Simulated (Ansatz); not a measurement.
**AlRu: strain energy, fitted**

AlRu, Pm-3m, a = 3.004 Å. The structure is a Materials Project entry; whether it is the stable form wasn't checked. Ansatz: PBE, PAW, 420 eV, Γ-centred 14×14×14 mesh on 2 atoms, Gaussian smearing 0.10 eV; no spin polarisation. Series: equal strain along all axes, cell held, atoms fixed by symmetry; x is the strain in per cent. y is the free energy over the unstrained cell, V0 = 13.556 Å³/atom.

```tsv
x (%)	y (meV/atom)
-4.5	182.93
-3.0	77.04
-1.5	18.22
0.0	0.00
1.5	?
3.0	63.19
4.5	135.11
```

Problem. Fit y = c2 x² + c3 x³ to the other rows, turn c2 into a modulus, and predict the missing energy.

Solution. Least squares on the rows shown. y = 7.8419 x² − 0.26185 x³. In eV per unit strain² c2 is 78.42; the stiffness is B for this strain (E = 9/2 B V0 ε², shape held): 2 × 78.42 × 160.2 / (9 × 13.556) = 206 GPa. At x = 1.5 the fit asked for gives 16.76 meV/atom. The run gave 16.67 meV/atom, so the fit is 0.09 meV/atom too high, within the rms miss on the fitted rows (0.37 meV/atom).